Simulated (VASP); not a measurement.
# PtS2 in VASP: a series of runs

The runs below take PtS2 through single point, with PBE, HSE06.

All numbers are computed with VASP 6.6.1; they aren't measurements. Logs are shortened: lines on timing, memory, paths and dates and some standing lists are left out, and cuts for length are marked.

## Step 1: Starting point

The cell holds a slab with vacuum, 3 atoms: a = 3.543 Å, b = 3.543 Å, c = 20.288 Å, α = 90.00°, β = 90.00°, γ = 120.00°.

## Step 2: Single point, PBE

INCAR reads:

```
ALGO     = Normal         # electronic algorithm
DIPOL    = 0.5 0.5 0.500
EDIFF    = 1E-7           # SCF threshold, eV
ENCUT    = 460            # plane-wave cutoff, eV
GGA      = PE             # functional
IDIPOL   = 3            
ISIF     = 2              # what is computed and relaxed
ISMEAR   = 0              # smearing method
LASPH    = T              # aspherical terms in the spheres
LCHARG   = F              # write CHGCAR
LDIPOL   = T            
LREAL    = F              # projectors in reciprocal space
LVACPOTAV= T            
LVHAR    = T            
LWAVE    = F              # write WAVECAR
NBANDS   = 22             # bands
NELM     = 120            # most SCF steps
PREC     = Accurate       # precision mode
SIGMA    = 0.05           # smearing width, eV
```

KPOINTS reads:

```
k-points
0
Gamma
  7 7 1
```

POSCAR reads:

```
PtS2
1.0
    3.5432000000      0.0000000000      0.0000000000
   -1.7716000000      3.0685012100      0.0000000000
    0.0000000000      0.0000000000     20.2876152000
S Pt
2 1
Direct
    0.6666666667      0.3333333333      0.4436204015
    0.3333333333      0.6666666667      0.5563795985
    0.0000000000      0.0000000000      0.5000000000
```

Potentials or basis: VASP PAW PBE potentials, release 64 (S, Pt).

On the command line:

```sh
$ cat potpaw_PBE.64/S/POTCAR potpaw_PBE.64/Pt/POTCAR > POTCAR
$ mpirun -np 1 vasp_std > vasp.out
```

OUTCAR:

```text
EDIFF = 1E-7
   ENCUT = 460
   GGA = PE
   ISIF = 2
   ISMEAR = 0
   LASPH = T
   LREAL = F
   NELM = 120
   PREC = Accurate

 Found      8 irreducible k-points:

 Following reciprocal coordinates:
            Coordinates               Weight
  0.000000  0.000000  0.000000      1.000000
  0.142857  0.000000  0.000000      6.000000
  0.285714  0.000000  0.000000      6.000000
  0.428571  0.000000  0.000000      6.000000
  0.142857  0.142857  0.000000      6.000000
  0.285714  0.142857  0.000000     12.000000
   k-points           NKPTS =      8   k-points in BZ     NKDIM =      8   number of bands    NBANDS=     22
   number of dos      NEDOS =    301   number of ions     NIONS =      3
   total plane-waves  NPLWV = 112896
   dimension x,y,z NGX =    28 NGY =   28 NGZ =  144
   dimension x,y,z NGXF=    56 NGYF=   56 NGZF=  288
   ions per type =               2   1
   NGX,Y,Z   is equivalent  to a cutoff of  13.14, 13.14, 11.80 a.u.
   NGXF,Y,Z  is equivalent  to a cutoff of  26.28, 26.28, 23.60 a.u.
 SYSTEM =  unknown system
   PREC   = accura    normal or accurate (medium, high low for compatibility)
   ISTART =      0    job   : 0-new  1-cont  2-samecut
   ICHARG =      2    charge: 1-file 2-atom 10-const
   ISPIN  =      1    spin polarized calculation?
   LNONCOLLINEAR =      F non collinear calculations
   LSORBIT =      F    spin-orbit coupling
   LASPH  =      T    aspherical Exc in radial PAW
   ENCUT  =  460.0 eV  33.81 Ry    5.81 a.u.   6.20  6.20 35.48*2*pi/ulx,y,z
   NELM   =    120;   NELMIN=  2; NELMDL= -5     # of ELM steps
   EDIFF  = 0.1E-06   stopping-criterion for ELM
   LREAL  =      F    real-space projection
   EDIFFG = 0.1E-05   stopping-criterion for IOM
   NSW    =      0    number of steps for IOM
   IBRION =     -1    ionic relax: 0-MD 1-quasi-New 2-CG
   NFREE  =      0    steps in history (QN), initial steepest desc. (CG)
   ISIF   =      2    stress and relaxation
   ISYM   =      2    0-nonsym 1-usesym 2-fastsym
   POTIM  = 0.5000    time-step for ionic-motion
   TEBEG  =    0.0;   TEEND  =   0.0 temperature during run
   PSTRESS=    0.0 pullay stress
   NELECT =      22.0000    total number of electrons
   NUPDOWN=      -1.0000    fix difference up-down
   EMIN   =  10.00;   EMAX   =-10.00  energy-range for DOS
   EFERMI =   0.00;   METHOD = LEGACY
   ISMEAR =     0;   SIGMA  =   0.05  broadening in eV -4-tet -1-fermi 0-gaus
   EFERMI_NEDOS =   21; number of points for ismear=-14 and -15
   IALGO  =     38    algorithm
   IMIX   =      4    mixing-type and parameters
     AMIX     =   0.40;   BMIX     =  1.00
     AMIX_MAG =   1.60;   BMIX_MAG =  1.00
  volume/ion in A,a.u.               =      73.52       496.17
  Fermi-wavevector in a.u.,A,eV,Ry     =   0.759215  1.434708  7.842497  0.576407
  Thomas-Fermi vector in A             =   1.857960
   LORBIT       =      0    0 simple, 1 ext, 2 COOP (PROOUT), +10 PAW based schemes
   GGA     = PE    functional components
   LHFCALC =     F    Hartree Fock is set to
   AEXX    =    0.0000 exact exchange contribution
   IVDW    =     0    specifies the selected vdW correction
   LEPSILON=     F    determine dielectric tensor
   LRPA    =     F    only Hartree local field effects (RPA)
 non-spin polarized calculation
 Gauss-broadening in eV      SIGMA  =   0.05
  energy-cutoff  :      460.00
  volume of cell :      220.57
 maximum number of plane-waves:      4960
 NGX is ok and might be reduce to    28
   NGX = 13   NGY = 13   NGZ = 71

 dipolmoment           0.000000      0.000000     -0.000000 electrons x Angstroem

 number of electron      22.0000001 magnetization

 dipolmoment           0.000000      0.000000      0.000000 electrons x Angstroem

 Free energy of the ion-electron system (eV)
  ---------------------------------------------------
  ext. energy  EPLUGINS =         0.00000000
  ---------------------------------------------------
  free energy    TOTEN  =       -15.32357734 eV

  energy without entropy =      -15.32357734  energy(sigma->0) =      -15.32357734

 E-fermi :  -2.9115     XC(G=0):  -3.1563

 val. band max:       -3.1981213174   @ k =   0.1429   0.1429   0.0000
 cond. band min:      -1.2886348641   @ k =   0.2857   0.0000   0.0000
 fundamental gap:      1.9094864533
 Fermi energy:        -2.9114625554

 k-point     1 :       0.0000    0.0000    0.0000
  band No.  band energies     occupation
      1     -17.8557      2.00000
      2     -15.0831      2.00000
      3      -9.4913      2.00000
      4      -9.4913      2.00000
      5      -8.7047      2.00000
      6      -6.4561      2.00000
[... 14 lines left out ...]
     21       5.3764      0.00000
     22       5.8846      0.00000

 k-point     2 :       0.1429    0.0000    0.0000
  band No.  band energies     occupation
      1     -17.5857      2.00000
      2     -15.1960      2.00000
      3      -9.3826      2.00000
      4      -9.3119      2.00000
      5      -8.4875      2.00000
      6      -6.8691      2.00000
[... 14 lines left out ...]
     21       6.2605      0.00000
     22       6.3762      0.00000

 k-point     3 :       0.2857    0.0000    0.0000
  band No.  band energies     occupation
      1     -16.8782      2.00000
      2     -15.4391      2.00000
      3      -9.1992      2.00000
      4      -8.9231      2.00000
      5      -8.2274      2.00000
      6      -7.5734      2.00000
[... 14 lines left out ...]
     21       6.8913      0.00000
     22       7.3864      0.00000

 k-point     4 :       0.4286    0.0000    0.0000
  band No.  band energies     occupation
      1     -16.1511      2.00000
      2     -15.6134      2.00000
      3      -9.9262      2.00000
      4      -8.7035      2.00000
      5      -7.8197      2.00000
      6      -7.1846      2.00000
[... 14 lines left out ...]
     21       6.9064      0.00000
     22       7.2149      0.00000

 k-point     5 :       0.1429    0.1429    0.0000
  band No.  band energies     occupation
      1     -17.0925      2.00000
      2     -15.3733      2.00000
      3      -9.1605      2.00000
      4      -9.0499      2.00000
      5      -8.1987      2.00000
      6      -7.2737      2.00000
[... 14 lines left out ...]
     21       6.7471      0.00000
     22       7.0874      0.00000

 k-point     6 :       0.2857    0.1429    0.0000
  band No.  band energies     occupation
      1     -16.3342      2.00000
      2     -15.5817      2.00000
      3      -9.3293      2.00000
      4      -8.8394      2.00000
      5      -8.1395      2.00000
      6      -7.2944      2.00000
[... 14 lines left out ...]
     21       6.9478      0.00000
     22       7.4769      0.00000

 [... further k-points ...]

------------------------ aborting loop because EDIFF is reached ----------------------------------------

  FORCE on cell =-STRESS in cart. coord.  units (eV):
  Direction    XX          YY          ZZ          XY          YZ          ZX
  --------------------------------------------------------------------------------------
  -------------------------------------------------------------------------------------
  Total        3.4834978      3.4834978      3.0811643     -0.0000000     -0.0000000     -0.0000000
  in kB       25.3030663     25.3030663     22.3806388     -0.0000000     -0.0000000     -0.0000000
  external PRESSURE =      24.3289238 kB  Pullay stress =       0.0000000 kB

 VOLUME and BASIS-vectors are now :
 -----------------------------------------------------------------------------
  energy-cutoff  :      460.00
  volume of cell :      220.57
      direct lattice vectors                 reciprocal lattice vectors
     3.543200000  0.000000000  0.000000000     0.282230752  0.162946001  0.000000000
    -1.771600000  3.068501210  0.000000000     0.000000000  0.325892001  0.000000000
     0.000000000  0.000000000 20.287615200     0.000000000  0.000000000  0.049291156

 POSITION                                       TOTAL-FORCE (eV/Angst)
 -----------------------------------------------------------------------------------
      1.77160      1.02283      9.00000         0.000000     -0.000000     -1.356743
     -0.00000      2.04567     11.28762         0.000000      0.000000      1.356743
      0.00000      0.00000     10.14381        -0.000000      0.000000     -0.000000
 -----------------------------------------------------------------------------------
    total drift:                               -0.000000      0.000000      0.000000

  FREE ENERGIE OF THE ION-ELECTRON SYSTEM (eV)
  ---------------------------------------------------
  free  energy   TOTEN  =       -15.3235773416 eV

  energy  without entropy=      -15.3235773416  energy(sigma->0) =      -15.32357734

 vacuum level on the upper side and lower side of the slab         3.050         3.050
```

stdout:

```text
POSCAR found type information on POSCAR S Pt
 POSCAR found :  2 types and       3 ions
 scaLAPACK will be used
 LDA part: xc-table for (Slater+PW92), standard interpolation
 POSCAR, INCAR and KPOINTS ok, starting setup
 FFT: planning ... GRIDC
 FFT: planning ... GRID_SOFT
 FFT: planning ... GRID
 WAVECAR not read
 entering main loop
 -----------------------------------------------------------------------------
|                                                                             |
|           W    W    AA    RRRRR   N    N  II  N    N   GGGG   !!!           |
|           W    W   A  A   R    R  NN   N  II  NN   N  G    G  !!!           |
|           W    W  A    A  R    R  N N  N  II  N N  N  G       !!!           |
|           W WW W  AAAAAA  RRRRR   N  N N  II  N  N N  G  GGG   !            |
|           WW  WW  A    A  R   R   N   NN  II  N   NN  G    G                |
|           W    W  A    A  R    R  N    N  II  N    N   GGGG   !!!           |
|                                                                             |
|     Did not find any points to average over, which means that no vacuum     |
|     field-free region was found. Please increase the size of  your cell     |
|     in the dimension of the dipole correction to obtain accurate            |
|     workfunction values.                                                    |
|                                                                             |
 -----------------------------------------------------------------------------
```

It took 64 s on 1 thread of Intel Xeon Platinum 8259CL at 2.50GHz (Skylake/Cascade Lake), shared host; peak memory 0.31 GiB.

The run converged, but some of its settings lie outside the range that counts as converged, so its numbers aren't taken as properties of the slab.

Results:

| Item | Value |
| --- | --- |
| Free energy | -15.3236 eV |
| Largest force | 1.357 eV/Å |
| Band gap on the k mesh | 1.91 eV, indirect (least direct gap 2.06 eV) |
| Ionisation potential of the upper face | 6.25 eV |

Caveat: spin-orbit coupling is left out, which moves the levels of the heavy elements.

(Part 1 of 2 ends here.)
